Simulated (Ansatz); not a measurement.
The calculation used Ansatz 0.2.0, DFT PBE, scalar-relativistic, plane waves, PAW. Cutoff 420 eV, Γ-centred meshes of about 0.25 Å⁻¹ or finer for metals and 0.3 Å⁻¹ for insulators (2π included), Gaussian smearing. No spin polarisation.

Temperature and zero-point effects are left out.

Two relaxed structures of Li3H2:

1.

```
CELL_PARAMETERS angstrom
4.68615 -2.80291 0.00000
4.68615 2.80291 0.00000
0.00000 0.00000 4.82461
ATOMIC_POSITIONS crystal
Li 0.79765 0.20235 0.48744
Li 0.20235 0.79765 0.98744
Li 0.53743 0.84469 0.43320
Li 0.46257 0.15532 0.93320
Li 0.84469 0.53743 0.93320
Li 0.15532 0.46257 0.43320
H 0.47858 0.18400 0.55938
H 0.52142 0.81600 0.05938
H 0.18400 0.47858 0.05938
H 0.81600 0.52142 0.55938
```

2.

```
CELL_PARAMETERS angstrom
4.91445 0.00000 0.00000
-2.45723 4.25604 0.00000
0.00000 0.00000 2.52879
ATOMIC_POSITIONS crystal
Li 0.61891 0.61891 0.00000
Li 0.38109 0.00000 0.00000
Li 0.00000 0.38109 0.00000
H 0.66667 0.33333 0.50000
H 0.33333 0.66667 0.50000
```

Question: Which is lower in energy, and by how much?

Answer: They are level within the accuracy (4 meV/atom apart, with cell 1 the lower in these runs). Cell 1 has space group Cmc2_1 (No. 36), 12.7 Å³/atom and no gap on its mesh; cell 2 has space group P-62m (No. 189), 10.6 Å³/atom and no gap. Counting H atoms around Li (those within 1.25 times the shortest such distance or 1.15 times the sum of covalent radii, 1.27 where that leaves under three; a slash parts the counts of unlike sites), cell 1 has Li 2/3 and cell 2 has Li 4. In cell 1, Li on a site of symmetry m has 2 H at 1.83 Å; Li on a site of symmetry 1 is surrounded by 3 H at 1.81–1.83 Å; H is surrounded by 4 Li at 1.81–1.83 Å. In cell 2, around Li lie 4 H at 1.99 Å; around H lie 6 Li at 1.99 Å. Both come from trial cells of a structure search, whose lowest cell (P-3m1, 10.2 Å³/atom) lies 54 meV/atom below the lower of the two.

The k mesh leaves some 4 meV/atom of noise in the energy of each metallic cell. With hydrogen, zero-point motion can shift such differences by 10 meV/atom or more. With atoms moved at random, cell 1 came back. Cell 2 had no clear such test and can be a saddle point. Some types were kept out of the candidates beforehand, so the set may lack a known form.
